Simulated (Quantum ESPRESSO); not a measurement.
# SiC (P6_3mc) in Quantum ESPRESSO: a series of runs

One crystal, SiC, is run at these levels: WC, OLYP, SOGGA; tasks: band structure.

Program: Quantum ESPRESSO 7.5. These are calculated values, not measurements. Logs are shortened: lines on timing, memory, paths and dates and some standing lists are left out, and cuts for length are marked.

## Step 1: The structure

The structure is hexagonal, space group P6_3mc (No. 186). The conventional cell has a = 3.076 Å, b = 3.076 Å, c = 10.071 Å, α = 90.00°, β = 90.00°, γ = 120.00°. Around Si (site symmetry 3m) lie 4 C at 1.88 to 1.89 Å. Si (site symmetry 3m) has 4 C at 1.88 to 1.89 Å as nearest neighbours. Around C (site symmetry 3m) lie 4 Si at 1.88 to 1.89 Å. C (site symmetry 3m) is surrounded by 4 Si at 1.88 to 1.89 Å.

The cell is a database's computed one.

## Step 2: Band structure, WC

Input file pw.in:

```
&CONTROL
  calculation = 'scf'
  prefix = 'pwscf'
  outdir = './tmp'
  pseudo_dir = './pseudo'
  tprnfor = .true.
  tstress = .true.
  disk_io = 'low'
/
&SYSTEM
  ibrav = 0
  celldm(1) = 8
  nat = 8
  ntyp = 2
  ecutwfc = 82
  nbnd = 24
  input_dft = 'wc'
  occupations = 'smearing'
  smearing = 'fd'
  degauss = 0.00367493
/
&ELECTRONS
  conv_thr = 1.6d-09
  electron_maxstep = 120
  mixing_beta = 0.5
/
ATOMIC_SPECIES
Si    28.0850 Si.upf
C     12.0110 C.upf
CELL_PARAMETERS alat
  0.7265274482558   0.0000000000000   0.0000000000000
 -0.3632637241161   0.6291912267336   0.0000000000000
  0.0000000000000   0.0000000000000   2.3788454681408
ATOMIC_POSITIONS crystal
Si     0.0000000000    0.0000000000    0.1878943800
Si     0.0000000000    0.0000000000    0.6878943800
Si     0.3333333333    0.6666666667    0.4378419800
Si     0.6666666667    0.3333333333    0.9378419800
C      0.0000000000    0.0000000000    0.0004600500
C      0.0000000000    0.0000000000    0.5004600500
C      0.3333333333    0.6666666667    0.2498025900
C      0.6666666667    0.3333333333    0.7498025900
K_POINTS automatic
10 10 3 0 0 0
```

Input file pp_density.in:

```
&INPUTPP
  prefix = 'pwscf'
  outdir = './tmp'
  filplot = 'density.dat'
  plot_num = 0
/
&PLOT
  nfile = 1
  filepp(1) = 'density.dat'
  iflag = 3
  output_format = 6
  fileout = 'density.cube'
/
```

Input file pp_potential.in:

```
&INPUTPP
  prefix = 'pwscf'
  outdir = './tmp'
  filplot = 'potential.dat'
  plot_num = 11
/
&PLOT
  nfile = 1
  filepp(1) = 'potential.dat'
  iflag = 3
  output_format = 6
  fileout = 'potential.cube'
/
```

Input file pp_elf.in:

```
&INPUTPP
  prefix = 'pwscf'
  outdir = './tmp'
  filplot = 'elf.dat'
  plot_num = 8
/
&PLOT
  nfile = 1
  filepp(1) = 'elf.dat'
  iflag = 3
  output_format = 6
  fileout = 'elf.cube'
/
```

Input file bands.in:

```
&CONTROL
  calculation = 'bands'
  prefix = 'pwscf'
  outdir = './tmp'
  pseudo_dir = './pseudo'
  disk_io = 'low'
  verbosity = 'high'
/
&SYSTEM
  ibrav = 0
  celldm(1) = 8
  nat = 8
  ntyp = 2
  ecutwfc = 82
  nbnd = 24
  input_dft = 'wc'
  occupations = 'smearing'
  smearing = 'fd'
  degauss = 0.00367493
/
&ELECTRONS
  conv_thr = 1d-08
  electron_maxstep = 120
  mixing_beta = 0.5
  diago_full_acc = .true.
  startingwfc = 'random'
/
ATOMIC_SPECIES
Si    28.0850 Si.upf
C     12.0110 C.upf
CELL_PARAMETERS alat
  0.7265274482558   0.0000000000000   0.0000000000000
 -0.3632637241161   0.6291912267336   0.0000000000000
  0.0000000000000   0.0000000000000   2.3788454681408
ATOMIC_POSITIONS crystal
Si     0.0000000000    0.0000000000    0.1878943800
Si     0.0000000000    0.0000000000    0.6878943800
Si     0.3333333333    0.6666666667    0.4378419800
Si     0.6666666667    0.3333333333    0.9378419800
C      0.0000000000    0.0000000000    0.0004600500
C      0.0000000000    0.0000000000    0.5004600500
C      0.3333333333    0.6666666667    0.2498025900
C      0.6666666667    0.3333333333    0.7498025900
K_POINTS crystal
60
 0.0000000000  0.0000000000  0.0000000000 1
 0.0555555556  0.0000000000  0.0000000000 1
 0.1111111111  0.0000000000  0.0000000000 1
 0.1666666667  0.0000000000  0.0000000000 1
 0.2222222222  0.0000000000  0.0000000000 1
 0.2777777778  0.0000000000  0.0000000000 1
 0.3333333333  0.0000000000  0.0000000000 1
 0.3888888889  0.0000000000  0.0000000000 1
 0.4444444444  0.0000000000  0.0000000000 1
 0.5000000000  0.0000000000  0.0000000000 1
 0.4666666667  0.0666666667  0.0000000000 1
 0.4333333333  0.1333333333  0.0000000000 1
 0.4000000000  0.2000000000  0.0000000000 1
 0.3666666667  0.2666666667  0.0000000000 1
 0.3333333333  0.3333333333  0.0000000000 1
 0.3000000000  0.3000000000  0.0000000000 1
 0.2666666667  0.2666666667  0.0000000000 1
 0.2333333333  0.2333333333  0.0000000000 1
 0.2000000000  0.2000000000  0.0000000000 1
 0.1666666667  0.1666666667  0.0000000000 1
 0.1333333333  0.1333333333  0.0000000000 1
 0.1000000000  0.1000000000  0.0000000000 1
 0.0666666667  0.0666666667  0.0000000000 1
 0.0333333333  0.0333333333  0.0000000000 1
 0.0000000000  0.0000000000  0.0000000000 1
 0.0000000000  0.0000000000  0.2500000000 1
 0.0000000000  0.0000000000  0.5000000000 1
 0.0555555556  0.0000000000  0.5000000000 1
 0.1111111111  0.0000000000  0.5000000000 1
 0.1666666667  0.0000000000  0.5000000000 1
 0.2222222222  0.0000000000  0.5000000000 1
 0.2777777778  0.0000000000  0.5000000000 1
 0.3333333333  0.0000000000  0.5000000000 1
 0.3888888889  0.0000000000  0.5000000000 1
 0.4444444444  0.0000000000  0.5000000000 1
 0.5000000000  0.0000000000  0.5000000000 1
 0.4666666667  0.0666666667  0.5000000000 1
 0.4333333333  0.1333333333  0.5000000000 1
 0.4000000000  0.2000000000  0.5000000000 1
 0.3666666667  0.2666666667  0.5000000000 1
 0.3333333333  0.3333333333  0.5000000000 1
 0.3076923077  0.3076923077  0.5000000000 1
 0.2820512821  0.2820512821  0.5000000000 1
 0.2564102564  0.2564102564  0.5000000000 1
 0.2307692308  0.2307692308  0.5000000000 1
 0.2051282051  0.2051282051  0.5000000000 1
 0.1794871795  0.1794871795  0.5000000000 1
 0.1538461538  0.1538461538  0.5000000000 1
 0.1282051282  0.1282051282  0.5000000000 1
 0.1025641026  0.1025641026  0.5000000000 1
 0.0769230769  0.0769230769  0.5000000000 1
 0.0512820513  0.0512820513  0.5000000000 1
 0.0256410256  0.0256410256  0.5000000000 1
 0.0000000000  0.0000000000  0.5000000000 1
 0.5000000000  0.0000000000  0.5000000000 1
 0.5000000000  0.0000000000  0.2500000000 1
 0.5000000000  0.0000000000  0.0000000000 1
 0.3333333333  0.3333333333  0.0000000000 1
 0.3333333333  0.3333333333  0.2500000000 1
 0.3333333333  0.3333333333  0.5000000000 1
```

Potentials or basis: PseudoDojo 0.4.1 SR PBE standard.

Run with:

```console
> OMP_NUM_THREADS=1 pw.x -in pw.in > pw.out
> OMP_NUM_THREADS=1 pp.x -in pp_density.in > pp_density.out
> OMP_NUM_THREADS=1 pp.x -in pp_potential.in > pp_potential.out
> OMP_NUM_THREADS=1 pp.x -in pp_elf.in > pp_elf.out
> OMP_NUM_THREADS=1 pw.x -in bands.in > bands.out
```

pw.out:

```text
This program is part of the open-source Quantum ESPRESSO suite
     for quantum simulation of materials; please cite
         "P. Giannozzi et al., J. Phys.:Condens. Matter 21 395502 (2009);
         "P. Giannozzi et al., J. Phys.:Condens. Matter 29 465901 (2017);
         "P. Giannozzi et al., J. Chem. Phys. 152 154105 (2020);
     in publications or presentations arising from this work. More details at

     IMPORTANT: XC functional enforced from input :
     Exchange-correlation= WC
                           (   1   4  11   4   0   0   0)
     Any further DFT definition will be discarded
     Please, verify this is what you really want

     Message from routine setup:
     using ibrav=0 with symmetry is DISCOURAGED, use correct ibrav instead

     G-vector sticks info
     --------------------
     sticks:   dense  smooth     PW     G-vecs:    dense   smooth      PW
     Sum         757     757    211                55837    55837    8561

     Using Slab Decomposition

     bravais-lattice index     =            0
     lattice parameter (alat)  =       8.0000  a.u.
     unit-cell volume          =     556.7637 (a.u.)^3
     number of atoms/cell      =            8
     number of atomic types    =            2
     number of electrons       =        32.00
     number of Kohn-Sham states=           24
     kinetic-energy cutoff     =      82.0000  Ry
     charge density cutoff     =     328.0000  Ry
     scf convergence threshold =      1.6E-09
     mixing beta               =       0.5000
     number of iterations used =            8  plain     mixing
     Exchange-correlation= WC
                           (   1   4  11   4   0   0   0)

     celldm(1)=   8.000000  celldm(2)=   0.000000  celldm(3)=   0.000000
     celldm(4)=   0.000000  celldm(5)=   0.000000  celldm(6)=   0.000000

     crystal axes: (cart. coord. in units of alat)
               a(1) = (   0.726527   0.000000   0.000000 )
               a(2) = (  -0.363264   0.629191   0.000000 )
               a(3) = (   0.000000   0.000000   2.378845 )

     reciprocal axes: (cart. coord. in units 2 pi/alat)
               b(1) = (  1.376410  0.794671 -0.000000 )
               b(2) = (  0.000000  1.589342  0.000000 )
               b(3) = (  0.000000 -0.000000  0.420372 )

     PseudoPot. # 1 for Si read from file:
     Si.upf
     Pseudo is Norm-conserving + core correction, Zval =  4.0
     Generated using ONCVPSP code by D. R. Hamann
     Using radial grid of 1510 points,  6 beta functions with:
                l(1) =   0
                l(2) =   0
                l(3) =   1
                l(4) =   1
                l(5) =   2
                l(6) =   2

     PseudoPot. # 2 for C  read from file:
     C.upf
     Pseudo is Norm-conserving + core correction, Zval =  4.0
     Generated using ONCVPSP code by D. R. Hamann
     Using radial grid of 1248 points,  4 beta functions with:
                l(1) =   0
                l(2) =   0
                l(3) =   1
                l(4) =   1

     atomic species   valence    mass     pseudopotential
     Si                4.00    28.08500     Si( 1.00)
     C                 4.00    12.01100     C ( 1.00)

     12 Sym. Ops. (no inversion) found ( 6 have fractional translation)

   Cartesian axes

     site n.     atom                  positions (alat units)
         1        Si     tau(   1) = (   0.0000000   0.0000000   0.4469717  )
         2        Si     tau(   2) = (   0.0000000   0.0000000   1.6363944  )
         3        Si     tau(   3) = (  -0.0000000   0.4194608   1.0415584  )
         4        Si     tau(   4) = (   0.3632637   0.2097304   2.2309811  )
         5        C      tau(   5) = (   0.0000000   0.0000000   0.0010944  )
         6        C      tau(   6) = (   0.0000000   0.0000000   1.1905171  )
         7        C      tau(   7) = (  -0.0000000   0.4194608   0.5942418  )
         8        C      tau(   8) = (   0.3632637   0.2097304   1.7836645  )

     number of k points=    28  Fermi-Dirac smearing, width (Ry)=  0.0037
                       cart. coord. in units 2pi/alat
        k(    1) = (   0.0000000   0.0000000   0.0000000), wk =   0.0066667
        k(    2) = (   0.0000000   0.0000000   0.1401240), wk =   0.0133333
        k(    3) = (   0.0000000   0.1589342   0.0000000), wk =   0.0400000
        k(    4) = (   0.0000000   0.1589342   0.1401240), wk =   0.0800000
        k(    5) = (   0.0000000   0.3178684   0.0000000), wk =   0.0400000
        k(    6) = (   0.0000000   0.3178684   0.1401240), wk =   0.0800000
[... 20 lines left out ...]
        k(   27) = (   0.4129231   0.7152039   0.0000000), wk =   0.0400000
        k(   28) = (   0.4129231   0.7152039   0.1401240), wk =   0.0800000

     Dense  grid:    55837 G-vectors     FFT dimensions: (  36,  36, 120)

     Initial potential from superposition of free atoms

     starting charge      31.9974, renormalised to      32.0000
     Starting wfcs are   32 randomized atomic wfcs

     Self-consistent Calculation

     iteration #  1     ecut=    82.00 Ry     beta= 0.50
     Davidson diagonalization with overlap
     ethr =  1.00E-02,  avg # of iterations =  4.2

     total energy              =     -81.67257821 Ry
     estimated scf accuracy    <       1.69159195 Ry

     iteration #  2     ecut=    82.00 Ry     beta= 0.50
     Davidson diagonalization with overlap
     ethr =  5.29E-03,  avg # of iterations =  2.0
[... 18 lines left out ...]
     iteration #  5     ecut=    82.00 Ry     beta= 0.50
     Davidson diagonalization with overlap
     ethr =  1.60E-05,  avg # of iterations =  2.9

     total energy              =     -82.08677305 Ry
     estimated scf accuracy    <       0.00022990 Ry

     iteration #  6     ecut=    82.00 Ry     beta= 0.50
     Davidson diagonalization with overlap
     c_bands:  1 eigenvalues not converged
     ethr =  7.18E-07,  avg # of iterations =  8.4

     total energy              =     -82.08688101 Ry
     estimated scf accuracy    <       0.00026677 Ry

     iteration #  7     ecut=    82.00 Ry     beta= 0.50
     Davidson diagonalization with overlap
     ethr =  7.18E-07,  avg # of iterations =  2.2

     total energy              =     -82.08693391 Ry
     estimated scf accuracy    <       0.00000010 Ry
[... 19 lines left out ...]
     total energy              =     -82.08693517 Ry
     estimated scf accuracy    <          2.7E-09 Ry

     iteration # 11     ecut=    82.00 Ry     beta= 0.50
     Davidson diagonalization with overlap
     ethr =  8.59E-12,  avg # of iterations =  2.3

     End of self-consistent calculation

          k = 0.0000 0.0000 0.0000 (  6985 PWs)   bands (ev):

    -5.9767  -4.7934  -4.7569  -2.3778   0.8834   5.1539   5.1944   8.3824
     8.3824   8.8448   8.8448   8.9871   8.9871   9.5185   9.5723   9.5723
    14.6219  15.2074  15.7993  15.8441  16.5385  16.5385  16.5484  16.9579

          k = 0.0000 0.0000 0.1401 (  7033 PWs)   bands (ev):

    -5.8404  -5.4352  -3.8988  -2.9306   1.6573   3.2738   7.1153   8.4476
     8.4476   8.6313   8.6313   8.7797   9.2301   9.2301   9.4752   9.4752
    14.7181  14.9784  16.1279  16.2012  16.5990  16.5990  16.6020  16.6020
[... 43 lines left out ...]
          k = 0.0000 0.6357 0.1401 (  6967 PWs)   bands (ev):

    -3.2547  -2.9074  -1.7004  -1.1005   1.6205   1.9007   2.7368   3.5237
     4.6165   5.8015   6.5380   6.8411   7.2141   7.8523   7.8605   8.3478
    12.1964  12.3197  13.7369  14.4029  15.0925  15.9463  16.9268  17.2842

          k = 0.0000-0.7947 0.0000 (  6966 PWs)   bands (ev):

    -2.5280  -1.9923  -1.7385  -1.0064   0.9628   1.2721   2.5060   2.9300
     4.6198   5.4345   6.2960   7.1666   7.1949   7.3362   7.9836   8.4467
    11.6974  11.8310  13.7141  14.2547  14.8103  15.2764  16.7268  17.0892

          k = 0.0000-0.7947 0.1401 (  6950 PWs)   bands (ev):

    -2.4433  -2.2154  -1.4920  -1.1707   1.2093   1.4979   2.1218   2.4755
     5.2606   5.8423   6.4015   6.7079   6.9433   7.4593   7.7417   8.2381
    12.0165  12.0504  13.4885  14.1290  15.2098  15.5331  17.0546  17.1291

          k = 0.1376 0.2384 0.0000 (  7009 PWs)   bands (ev):

    -5.4565  -4.2917  -4.2526  -1.9466   1.3574   5.1810   5.2431   6.2766
     6.9833   7.2890   7.4848   7.7973   8.0503   8.5934   9.0495   9.2166
    14.8859  15.2787  15.5093  15.8329  16.4896  16.6135  16.6950  17.3596
[... 85 lines left out ...]
          k = 0.4129 0.7152 0.1401 (  6977 PWs)   bands (ev):

    -1.8405  -1.6152  -1.1066  -1.0104   1.9982   2.2702   2.2988   2.8145
     3.7510   3.9424   4.7399   5.0346   5.9699   6.9056   7.1510   7.4961
    12.8758  13.0326  15.1838  15.9598  16.1240  16.9866  18.1033  18.3287

     the Fermi energy is    10.6312 ev

!    total energy              =     -82.08693517 Ry
     estimated scf accuracy    <          7.7E-11 Ry
     smearing contrib. (-TS)   =      -0.00000000 Ry
     internal energy E=F+TS    =     -82.08693517 Ry

     The total energy is F=E-TS. E is the sum of the following terms:
     one-electron contribution =      22.52618665 Ry
     hartree contribution      =       9.28283485 Ry
     xc contribution           =     -30.14268517 Ry
     ewald contribution        =     -83.75327150 Ry

     convergence has been achieved in  11 iterations

     Forces acting on atoms (cartesian axes, Ry/au):

     atom    1 type  1   force =     0.00000000    0.00000000    0.00001015
     atom    2 type  1   force =     0.00000000    0.00000000    0.00001015
     atom    3 type  1   force =    -0.00000000   -0.00000000   -0.00021769
     atom    4 type  1   force =     0.00000000    0.00000000   -0.00021769
     atom    5 type  2   force =     0.00000000    0.00000000   -0.00002772
     atom    6 type  2   force =     0.00000000    0.00000000   -0.00002772
     atom    7 type  2   force =     0.00000000    0.00000000    0.00023526
     atom    8 type  2   force =     0.00000000    0.00000000    0.00023526

     Total force =     0.000455     Total SCF correction =     0.000004

     Computing stress (Cartesian axis) and pressure

          total   stress  (Ry/bohr**3)                   (kbar)     P=       20.33
   0.00014093  -0.00000000  -0.00000000           20.73       -0.00       -0.00
  -0.00000000   0.00014093  -0.00000000           -0.00       20.73       -0.00
  -0.00000000  -0.00000000   0.00013282           -0.00       -0.00       19.54

=------------------------------------------------------------------------------=
   JOB DONE.
=------------------------------------------------------------------------------=
```

Wall time 5.2 min (1 thread of Arm Neoverse V2, shared host); peak memory 0.21 GiB.

Results:

* Free energy: -1116.8496 eV
* Pressure: 2.0 GPa
* Largest force: 0.006 eV/Å
* Band gap on the k mesh: 2.13 eV, indirect (least direct gap 3.25 eV)
* Band gap along the path: 2.13 eV, indirect (least direct gap 3.25 eV)

Forces on the atoms (eV/Å):
```
Si   0.000  0.000  0.000
Si   0.000  0.000  0.000
Si   0.000  0.000 -0.006
Si   0.000  0.000 -0.006
C    0.000  0.000 -0.001
C    0.000  0.000 -0.001
C    0.000  0.000  0.006
C    0.000  0.000  0.006
```

Stress tensor (GPa, compression positive):
```
2.07 0.00 0.00
0.00 2.07 0.00
0.00 0.00 1.95
```

Levels at the corners of the path, in eV from the valence-band top:
| point | band 13 | band 14 | band 15 | band 16 | band 17 | band 18 | band 19 | band 20 |
| --- | --- | --- | --- | --- | --- | --- | --- | --- |
| Γ | -0.59 | -0.05 | 0.00 | 0.00 | 5.05 | 5.64 | 6.23 | 6.27 |
| M | -2.38 | -2.24 | -1.59 | -1.13 | 2.13 | 2.26 | 4.14 | 4.68 |
| K | -4.03 | -2.90 | -2.90 | -1.68 | 3.88 | 3.88 | 5.13 | 5.52 |
| Γ | -0.59 | -0.05 | 0.00 | 0.00 | 5.05 | 5.64 | 6.23 | 6.27 |
| A | -0.21 | -0.21 | -0.21 | -0.21 | 5.26 | 5.26 | 6.71 | 6.71 |
| L | -2.53 | -2.53 | -1.56 | -1.56 | 2.55 | 2.55 | 4.13 | 4.13 |
| H | -2.77 | -2.77 | -2.47 | -2.47 | 3.14 | 3.14 | 6.64 | 6.64 |
| A | -0.21 | -0.21 | -0.21 | -0.21 | 5.26 | 5.26 | 6.71 | 6.71 |
| L | -2.53 | -2.53 | -1.56 | -1.56 | 2.55 | 2.55 | 4.13 | 4.13 |
| M | -2.38 | -2.24 | -1.59 | -1.13 | 2.13 | 2.26 | 4.14 | 4.68 |
| K | -4.03 | -2.90 | -2.90 | -1.68 | 3.88 | 3.88 | 5.13 | 5.52 |
| H | -2.77 | -2.77 | -2.47 | -2.47 | 3.14 | 3.14 | 6.64 | 6.64 |

Caveat: the potentials were made for another functional, which shifts forces and pressure; some levels on the path didn't converge.

(Continued in part 2 of 2.)
